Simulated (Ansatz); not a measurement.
Runs of Ansatz 0.2.0 on WC (Qusongite). Symmetry: P-6m2, No. 187, hexagonal system. Conventional cell: a = 2.906 Å, b = 2.906 Å, c = 2.837 Å, α = 90.00°, β = 90.00°, γ = 120.00°. W (site symmetry -6m2) is surrounded by 6 C at 2.20 Å. C (site symmetry -6m2) has 6 W at 2.20 Å as nearest neighbours. 

| task | level | potentials or basis | spin | cell | k mesh | cutoff (eV) | smearing | points for each segment of the path | other keys | gap on the mesh (eV) | pressure (GPa) |
| --- | --- | --- | --- | --- | --- | --- | --- | --- | --- | --- | --- |
| electrostatic potential | BPBE+D3(BJ) | PseudoDojo stringent (PBE files) | SOC, no magnetisation | as given | 10 × 10 × 9 | 1116 | methfessel-paxton 0.1 eV | - | - | none | -10.9 |
| band structure | LDA | Ansatz PAW earlier set | collinear, ferromagnetic start | volume scaled by 0.96 | 10 × 10 × 9 | 820 | tetrahedron | 14 | - | none | (a) |
| density of states | BLYP+D3(BJ)-ATM | PseudoDojo stringent (PBE files) | SOC, no magnetisation | volume scaled by 0.96 | 10 × 10 × 9 | 1116 | methfessel-paxton 0.1 eV | - | - | none | 21.9 |
| relaxation of cell and atoms | PBE+D3(BJ) | JTH PAW | off | relaxed from: atoms moved at random, drawn with an rms of 0.05 Å | 8 × 8 × 7 | 1290 | tetrahedron | - | scf.occupations.width = left out; … | none | 0.0 |
| atomic charges | PBEsol+D3(BJ) | Ansatz PAW | SOC, no magnetisation | as given | 10 × 10 × 9 | 420 | methfessel-paxton 0.1 eV | - | - | none | -10.9 |
| density of states | SVWN5 | Ansatz PAW | off | volume scaled by 0.96 | 10 × 10 × 9 | 420 | tetrahedron | - | - | none | 7.2 |

Task: Fill in the values left out.

Result: (a) 7.6.

Caveats: pairwise dispersion overbinds metals, which lowers pressure and volume (some runs); the PAW data sets come from PBE, with cores solved anew for the run's functional, which leaves a small shift of forces and pressure (some runs); with tetrahedron occupations forces and stress needn't match the slope of the energy (some runs); the potentials were made for another functional, which shifts forces and pressure (some runs); the dispersion damping was fitted for another functional or another form of the correction (some runs); spin-orbit coupling is left out, which moves the levels of the heavy elements (some runs); the starting moments weren't kept (some runs).

A k mesh can miss the band edges, and rows without SOC leave out spin-orbit coupling on W.

A gap of «none» marks a metal or a gap under the smearing width.

The runs don't all hold the same shells in valence.
